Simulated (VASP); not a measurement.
Set up this calculation in VASP 6.6.1, as the native input.

```
Task                   : relaxation of cell and atoms
Functional             : PBE
Dispersion             : D3(BJ)
Potentials or basis    : VASP PAW PBE potentials, release 64 (Sn_d, Se)
Cutoff                 : 600 eV
k mesh                 : 10 × 10 × 10
Occupations            : gaussian, width 0.03 eV
Spin                   : no spin polarisation
Further INCAR settings : ALGO = Normal; EDIFF = 1e-07; IBRION = 2; EDIFFG = -0.005; NSW = 90; ISIF = 3
```

The structure of SnSe lies in POSCAR:

```
SnSe                                    
1.0
    0.0000000000      2.9889450431      2.9889450431
    2.9889450431      0.0000000000      2.9889450431
    2.9889450431      2.9889450431      0.0000000000
  Sn              Se            
     1     1
Direct
     0.0000000000000000    0.0000000000000000    0.0000000000000000
     0.5000000000000000    0.5000000000000000    0.5000000000000000
```

Measurements of this composition are mostly on another form, of space group No. 62.

One way to write it, as run:

INCAR

```
SYSTEM = SnSe
ALGO = Normal ; EDIFF = 1E-7
EDIFFG = -0.005 ; ENCUT = 600
GGA = PE ; IBRION = 2
ISIF = 3 ; ISMEAR = 0
IVDW = 12 ; LASPH = .TRUE.
LCHARG = .FALSE. ; LREAL = .FALSE.
LWAVE = .FALSE. ; NELM = 80
NSW = 90 ; PREC = Accurate
SIGMA = 0.03
```

KPOINTS

```
k-points
0
G
  10 10 10
  0 0 0
```

Potentials or basis: VASP PAW PBE potentials, release 64 (Sn_d, Se).

Launch:

```sh
$ cat potpaw_PBE.64/Sn_d/POTCAR potpaw_PBE.64/Se/POTCAR > POTCAR
$ mpirun -np 1 vasp_std > vasp.out
```

Results of the run:

```
Pressure after relaxing    : 0.0 GPa
Band gap on the k mesh     : 0.52 eV, indirect (least direct gap 0.64 eV)
Dispersion energy per atom : -0.361 eV
```

Caveat: the relaxation stopped at its first step, so nothing moved; spin-orbit coupling is left out, which moves the levels of the heavy elements.

It took 37 s on 1 thread of Intel(R) Xeon(R) Platinum 8375C CPU @ 2.90GHz (Ice Lake), on a shared host, peak memory 0.23 GiB.
